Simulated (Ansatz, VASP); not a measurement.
Two plane-wave programs on C

```
CELL_PARAMETERS angstrom
0.00000 1.82076 1.82076
1.82076 0.00000 1.82076
1.82076 1.82076 0.00000
ATOMIC_POSITIONS crystal
C 0.00000 0.00000 0.00000
C 0.25000 0.25000 0.25000
```

Alike in both runs: task single point; functional PBE; k mesh 12 × 12 × 12; occupations gaussian, width 0.02 eV; no spin polarisation.

```csv
,VASP,Ansatz
version,VASP 6.6.1,Ansatz 0.2.0
potentials or method,"VASP PAW PBE potentials, release 64 (C)","scalar-relativistic, plane waves, PAW"
plane-wave cutoff (eV),520,420
valence electrons in the cell,8,8
```

|  | VASP | Ansatz | Ansatz less VASP |
| --- | --- | --- | --- |
| gap on the k mesh at the Fermi level (eV) | 4.01 | 4.02 | +0.011 |
| least direct gap on the mesh (eV) | 5.42 | 5.43 | +0.008 |
| pressure (GPa) | -22.1 | -22.6 | -0.44 |

Caveats: so large a pressure means that the cell lies far from this level's equilibrium, or that cutoff or potentials fall short (VASP).
